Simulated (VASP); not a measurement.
**VASP 6.6.1, HSE06 single-point calculation, MgTe (zincblende)**

INCAR, step 1 (PBE orbitals to start from)

```
LWAVE = .TRUE.
ENCUT = 520
SIGMA = 0.01
PREC = Accurate
LREAL = .FALSE.
NBANDS = 11
NELM = 120
GGA = PE
LCHARG = .FALSE.
LASPH = .TRUE.
ISMEAR = 0
EDIFF = 1E-5
```

INCAR, step 2

```
NELM = 120
NSW = 0
ISTART = 1
LASPH = .TRUE.
SIGMA = 0.01
PRECFOCK = Fast
LREAL = .FALSE.
ALGO = Normal
ENCUT = 520
PREC = Accurate
LCHARG = .FALSE.
GGA = PE
NBANDS = 11
IBRION = -1
LHFCALC = .TRUE.
ISMEAR = 0
AEXX = 0.25
EDIFF = 1E-7
ISIF = 2
LWAVE = .FALSE.
HFSCREEN = 0.2079
```

KPOINTS

```
KPOINTS created by Atomic Simulation Environment
0
Gamma
6 6 6
0 0 0
```

KPOINTS_OPT

```
special points
6
Reciprocal
0.0000000000 0.0000000000 0.0000000000 1
0.5000000000 0.0000000000 0.5000000000 1
0.5000000000 0.2500000000 0.7500000000 1
0.3750000000 0.3750000000 0.7500000000 1
0.5000000000 0.5000000000 0.5000000000 1
0.6250000000 0.2500000000 0.6250000000 1
```

POSCAR

```
Mg Te
 1.0000000000000000
     0.0000000000000000    3.2331115457375992    3.2331115457375992
     3.2331115457375992    0.0000000000000000    3.2331115457375992
     3.2331115457375992    3.2331115457375992    0.0000000000000000
 Mg  Te
   1   1
Cartesian
  0.0000000000000000 -0.0000000000000000 -0.0000000000000000
  1.6165557728687996  1.6165557728687996  1.6165557728687996
```

VASP ran with the recommended PBE PAW datasets (8 valence electrons in the cell).

Command

```
mpirun -np 1 vasp_std
```

From OUTCAR

```
k-points           NKPTS =     16   k-points in BZ     NKDIM =    216   number of bands    NBANDS=     11

   NELECT =       8.0000    total number of electrons

   dimension x,y,z NGX =    36 NGY =   36 NGZ =   36
   dimension x,y,z NGXF=    72 NGYF=   72 NGZF=   72

  energy-cutoff  :      520.00
  volume of cell :       67.59
      direct lattice vectors                 reciprocal lattice vectors
     0.000000000  3.233111546  3.233111546    -0.154649783  0.154649783  0.154649783
     3.233111546  0.000000000  3.233111546     0.154649783 -0.154649783  0.154649783
     3.233111546  3.233111546  0.000000000     0.154649783  0.154649783 -0.154649783

 k-points in reciprocal lattice and weights: KPOINTS created by Atomic Simulation Env
   0.00000000  0.00000000  0.00000000       0.005
   0.16666667  0.00000000  0.00000000       0.037
   0.33333333  0.00000000  0.00000000       0.037
   0.50000000  0.00000000  0.00000000       0.019
   0.16666667  0.16666667  0.00000000       0.028
   0.33333333  0.16666667  0.00000000       0.111
   0.50000000  0.16666667  0.00000000       0.111
  -0.33333333  0.16666667  0.00000000       0.111
   ...

 E-fermi :   1.3608

 k-point     1 :       0.0000    0.0000    0.0000
  band No.  band energies     occupation
      1      -9.7974      2.00000
      2       1.3052      2.00000
      3       1.3052      2.00000
      4       1.3052      2.00000
      5       4.4637      0.00000
      6       7.6716      0.00000
      7       7.6716      0.00000
      8       7.6716      0.00000
      9      10.9123      0.00000
     10      10.9123      0.00000
     11      11.0715      0.00000

 k-point     2 :       0.1667    0.0000    0.0000
  band No.  band energies     occupation
      1      -9.6516      2.00000
      2       0.0689      2.00000
      3       1.1778      2.00000
      4       1.1778      2.00000
      5       5.3719      0.00000
      6       7.7012      0.00000
      7       7.9453      0.00000
      8       7.9453      0.00000
      9      10.2584      0.00000
     10      10.2584      0.00000
     11      11.5452      0.00000

 k-point     3 :       0.3333    0.0000    0.0000
  band No.  band energies     occupation
      1      -9.3215      2.00000
      2      -1.5248      2.00000
      3       0.9519      2.00000
      4       0.9519      2.00000
      5       5.4597      0.00000
      6       7.9071      0.00000
      7       7.9071      0.00000
      8       9.1347      0.00000
      9      10.9607      0.00000
     10      10.9607      0.00000
     11      11.0199      0.00000

 k-point     4 :       0.5000    0.0000    0.0000
  band No.  band energies     occupation
      1      -9.1308      2.00000
      2      -2.1818      2.00000
      3       0.8505      2.00000
      4       0.8505      2.00000
      5       5.3087      0.00000
      6       7.7159      0.00000
      7       7.7159      0.00000
      8       9.5873      0.00000
      9      12.1283      0.00000
     10      13.1463      0.00000
     11      13.1480      0.00000

 k-point     5 :       0.1667    0.1667    0.0000
  band No.  band energies     occupation
      1      -9.6028      2.00000
      2       0.0945      2.00000
      3       0.9119      2.00000
      4       0.9119      2.00000
      5       5.8728      0.00000
      6       6.7799      0.00000
      7       8.5029      0.00000
      8       8.5029      0.00000
      9       9.0561      0.00000
     10      11.2908      0.00000
     11      12.5795      0.00000

 k-point     6 :       0.3333    0.1667    0.0000
  band No.  band energies     occupation
      1      -9.3306      2.00000
      2      -1.1056      2.00000
      3       0.5661      2.00000
      4       0.6422      2.00000
      5       6.1278      0.00000
      6       7.0724      0.00000
      7       8.0947      0.00000
      8       8.8662      0.00000
      9      10.4333      0.00000
     10      11.8187      0.00000
     11      12.4931      0.00000

 k-point     7 :       0.5000    0.1667    0.0000
  band No.  band energies     occupation
      1      -9.0790      2.00000
      2      -1.9411      2.00000
      3       0.1393      2.00000
      4       0.6087      2.00000
      5       5.9985      0.00000
      6       7.3325      0.00000
      7       8.4884      0.00000
      8       9.2280      0.00000
      9      11.3688      0.00000
     10      12.9123      0.00000
     11      12.9786      0.00000

 k-point     8 :      -0.3333    0.1667    0.0000
  band No.  band energies     occupation
      1      -9.1433      2.00000
      2      -1.7356      2.00000
      3       0.0088      2.00000
      4       0.8329      2.00000
      5       6.2275      0.00000
      6       7.4373      0.00000
      7       8.3076      0.00000
      8       9.1889      0.00000
      9      10.4942      0.00000
     10      11.9514      0.00000
     11      12.8709      0.00000

 k-point     9 :      -0.1667    0.1667    0.0000
  band No.  band energies     occupation
      1      -9.4413      2.00000
      2      -0.7588      2.00000
      3       0.4360      2.00000
      4       1.1296      2.00000
      5       6.2637      0.00000
      6       7.4398      0.00000
      7       8.1808      0.00000
      8       8.2047      0.00000
      9       9.4483      0.00000
     10      11.3134      0.00000
     11      12.9804      0.00000

 k-point    10 :       0.3333    0.3333    0.0000
  band No.  band energies     occupation
      1      -9.1604      2.00000
      2      -1.3861      2.00000
      3       0.2862      2.00000
      4       0.2862      2.00000
      5       5.4794      0.00000
      6       6.0208      0.00000
      7      10.1107      0.00000
      8      10.3720      0.00000
      9      10.3720      0.00000
     10      12.4193      0.00000
     11      15.0190      0.00000

 k-point    11 :       0.5000    0.3333    0.0000
  band No.  band energies     occupation
      1      -8.9654      2.00000
      2      -1.7749      2.00000
      3      -0.3176      2.00000
      4       0.2012      2.00000
      5       5.4052      0.00000
      6       6.5518      0.00000
      7       9.8480      0.00000
      8      10.4099      0.00000
      9      11.9990      0.00000
     10      13.1116      0.00000
     11      14.1234      0.00000

 k-point    12 :      -0.3333    0.3333    0.0000
  band No.  band energies     occupation
      1      -8.9579      2.00000
      2      -1.6342      2.00000
      3      -0.8759      2.00000
      4       0.4448      2.00000
      5       5.8316      0.00000
      6       8.2004      0.00000
      7       9.4702      0.00000
      8       9.6265      0.00000
      9      10.2367      0.00000
     10      10.9177      0.00000
     11      15.0215      0.00000

 k-point    13 :       0.5000    0.5000    0.0000
  band No.  band energies     occupation
      1      -8.9030      2.00000
      2      -1.9965      2.00000
      3       0.0244      2.00000
      4       0.0244      2.00000
      5       4.8739      0.00000
      6       5.6380      0.00000
      7      12.0987      0.00000
      8      12.0987      0.00000
      9      12.3103      0.00000
     10      13.7511      0.00000
     11      13.7511      0.00000

 k-point    14 :       0.5000    0.3333    0.1667
  band No.  band energies     occupation
      1      -9.0900      2.00000
      2      -1.5344      2.00000
      3      -0.2662      2.00000
      4       0.4261      2.00000
      5       6.5356      0.00000
      6       7.0663      0.00000
      7       7.8270      0.00000
      8      10.1009      0.00000
      9      10.7388      0.00000
     10      12.5197      0.00000
     11      13.9724      0.00000

 k-point    15 :      -0.3333    0.3333    0.1667
  band No.  band energies     occupation
      1      -8.9579      2.00000
      2      -1.7152      2.00000
      3      -0.6158      2.00000
      4       0.2031      2.00000
      5       6.5980      0.00000
      6       7.2693      0.00000
      7       8.7857      0.00000
      8       9.5812      0.00000
      9      10.5610      0.00000
     10      12.7779      0.00000
     11      13.8741      0.00000

 k-point    16 :      -0.3333    0.5000    0.1667
  band No.  band energies     occupation
      1      -8.8974      2.00000
      2      -1.7378      2.00000
      3      -0.4992      2.00000
      4      -0.1767      2.00000
      5       5.9892      0.00000
      6       6.9021      0.00000
      7       9.3801      0.00000
      8       9.7984      0.00000
      9      12.2465      0.00000
     10      13.5394      0.00000
     11      13.6658      0.00000

  Total       -0.0901762     -0.0901762     -0.0901762      0.0000000      0.0000000      0.0000000
  in kB       -2.1375202     -2.1375202     -2.1375202      0.0000000      0.0000000      0.0000000
  external PRESSURE =      -2.1375202 kB  Pullay stress =       0.0000000 kB

 POSITION                                       TOTAL-FORCE (eV/Angst)
 -----------------------------------------------------------------------------------
      0.00000      0.00000      0.00000        -0.000000     -0.000000     -0.000000
      1.61656      1.61656      1.61656         0.000000      0.000000      0.000000
 -----------------------------------------------------------------------------------
    total drift:                               -0.000001     -0.000000     -0.000000

  FREE ENERGIE OF THE ION-ELECTRON SYSTEM (eV)
  ---------------------------------------------------
  free  energy   TOTEN  =        -7.5570047351 eV

  energy  without entropy=       -7.5570047351  energy(sigma->0) =       -7.55700474
```

| Item | Value |
| --- | --- |
| gap between bands v and c | 3.16 eV |
| least direct gap | 3.16 eV |
| pressure | -0.2 GPa |

Band v is the last that the valence electrons fill when counted band by band, and c is the next.

The run (its last step) took about 8.8 min on one core of a shared host (Intel Xeon 6975P-C) and held 0.36 GiB at most.
